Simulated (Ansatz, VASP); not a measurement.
**AlN in VASP and in Ansatz**

```
CELL_PARAMETERS angstrom
0.00000 2.03526 2.03526
2.03526 0.00000 2.03526
2.03526 2.03526 0.00000
ATOMIC_POSITIONS crystal
Al 0.50000 0.50000 0.50000
N 0.00000 0.00000 0.00000
```

Measurements of this composition are mostly on another form, of space group No. 186.

Alike in both runs: functional PBE; k mesh 10 × 10 × 10; occupations gaussian, width 0.02 eV; no spin polarisation.

Ansatz relaxed the structure, and its values are those at the end. VASP's run is a single point on that final structure, the one shown.

|  | VASP | Ansatz |
| --- | --- | --- |
| version | VASP 6.6.1 | Ansatz 0.2.0 |
| potentials or method | VASP PAW PBE potentials, release 64 (Al, N) | scalar-relativistic, plane waves, PAW |
| plane-wave cutoff (eV) | 520 | 420 |
| valence electrons in the cell | 8 | 8 |

Ansatz gave:

| Property | Result |
| --- | --- |
| gap on the k mesh at the Fermi level (eV) | 4.44 |
| least direct gap on the mesh (eV) | 5.38 |
| pressure (GPa) | 0.0 |

Task: Estimate VASP's values.

Result: gap on the k mesh at the Fermi level (eV): 4.41; least direct gap on the mesh (eV): 5.39; pressure (GPa): -0.3.

A k mesh can miss the band edges. As with any semilocal functional, this PBE gap is likely too small.
